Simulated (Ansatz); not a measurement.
# PbS, space group Aem2: the orbital character of the bands

Program: the Ansatz DFT code, driven from Python.

`POSCAR`
```text
PbS
1.0
  11.29827708    0.00000000    0.00000000
   0.00000000    3.00437503    3.00618079
   0.00000000   -3.00437503    3.00618079
Pb S
2 2
Direct
   0.62458140    0.25663803    0.75663803
   0.37541860    0.75663803    0.25663803
   0.61367525    0.76436197    0.26436197
   0.38632475    0.26436197    0.76436197
```

Typed at the interpreter:
```pycon
>>> from pathlib import Path
>>> import warnings
>>> import ansatz as az
>>> from ase.io import read
>>> import pandas as pd
>>> warnings.simplefilter("ignore", az.DeckWarning)
>>> atoms = read("POSCAR", format="vasp")
>>> crystal = az.Crystal.from_ase(atoms)
>>> points = {"G": (0.0, 0.0, 0.0), "S": (0.0, 0.5, 0.0), "R": (0.5, 0.5, 0.0), "Z": (0.5, 0.0, 0.0), "T": (0.5, 0.5, 0.5)}
>>> calc = (
...     crystal.calculation()
...     .basis(28 * az.Ry, xc_grid=3)
...     .scf(tolerance=1e-07, max_iterations=150)
...     .functional("r2scan")
...     .kpoints(2, 5, 5)
...     .occupations("fixed")
...     .band_structure(list(points.values()), intervals=1)
...     .fat_bands()
... )
>>> result = calc.run(threads=1)

>>> summary = result.report
>>> summary["n_electrons"]
40.0
>>> type(result).__name__, type(summary).__name__
('RunOutcome', 'dict')
>>> summary["n_iterations"], summary["closed_by"]
(7, 'deck_thresholds')
>>> file = Path(result.write_results("results")) / "fatbands.tsv"
>>> names = file.read_text().splitlines()[0].lstrip("# ").split("\t")
>>> table = pd.read_csv(file, sep="\t", comment="#", names=names)
>>> near = table[table.e_minus_ef.abs() < 2]
>>> for ik, label in enumerate(points):
...     print(label)
...     for _, row in near[near.ik == ik].iterrows():
...         main = row[names[4:]].astype(float).nlargest(2)
...         print(f"   band {int(row.band):3d} {row.e_minus_ef:7.3f} eV  " + ", ".join(f"{k} {v:.2f}" for k, v in main.items()))
...
G
   band  17  -1.507 eV  s2_l1_3P 0.43, s3_l1_3P 0.43
   band  18  -1.505 eV  s2_l1_3P 0.43, s3_l1_3P 0.43
   band  19  -0.383 eV  s2_l1_3P 0.44, s3_l1_3P 0.44
S
   band  14  -1.913 eV  s2_l1_3P 0.64, pb1_l1_6P 0.18
   band  15  -1.913 eV  s3_l1_3P 0.64, pb0_l1_6P 0.18
   band  16  -1.165 eV  s3_l1_3P 0.63, s2_l1_3P 0.32
   band  17  -1.165 eV  s2_l1_3P 0.63, s3_l1_3P 0.32
   band  18  -0.178 eV  s3_l1_3P 0.53, pb1_l0_6S 0.16
   band  19  -0.178 eV  s2_l1_3P 0.53, pb0_l0_6S 0.16
R
   band  14  -1.912 eV  s3_l1_3P 0.58, s2_l1_3P 0.18
   band  15  -1.912 eV  s2_l1_3P 0.58, s3_l1_3P 0.18
   band  16  -1.165 eV  s3_l1_3P 0.88, s2_l1_3P 0.07
   band  17  -1.165 eV  s2_l1_3P 0.88, s3_l1_3P 0.07
   band  18  -0.179 eV  s3_l1_3P 0.35, s2_l1_3P 0.28
   band  19  -0.179 eV  s2_l1_3P 0.35, s3_l1_3P 0.28
Z
   band  17  -1.507 eV  s2_l1_3P 0.43, s3_l1_3P 0.43
   band  18  -1.505 eV  s2_l1_3P 0.43, s3_l1_3P 0.43
   band  19  -0.383 eV  s2_l1_3P 0.44, s3_l1_3P 0.44
T
   band  18  -1.543 eV  s2_l1_3P 0.37, s3_l1_3P 0.37
   band  19  -1.537 eV  s2_l1_3P 0.37, s3_l1_3P 0.37
```

Notes:
- These settings explore the input space; cutoff and mesh may be short of convergence.
- The cutoff lies under the one recommended for these potentials.
- The cell holds layers, chains or clusters in vacuum, no bulk phase.
- The computed bands are complete only to about 3.2 eV above the Fermi level.
- The Fermi level of a run with fixed occupations marks the highest occupied state on its mesh, not mid-gap.
- Points of the mesh across the vacuum add cost only.
- Legs of the path along the vacuum direction only repeat the in-plane bands.
- This cell is a computed structure, which may not be the phase found in nature.
- Levels are Kohn-Sham eigenvalues on this mesh, without spin-orbit coupling.
- Energies are less the Fermi level and bands count from 0. Only the largest channels are printed, equivalent atoms hold more, and in degenerate sets the split between sites is arbitrary; shells that the potentials lack have no channel.
- The script silences the warnings on its input, which a real study should read.
- The whole script took 22 s on 1 thread of Arm Neoverse V1, on a shared host, peak memory 0.58 GiB.

(Lines on the test bed's own set-up are left out of the output.)
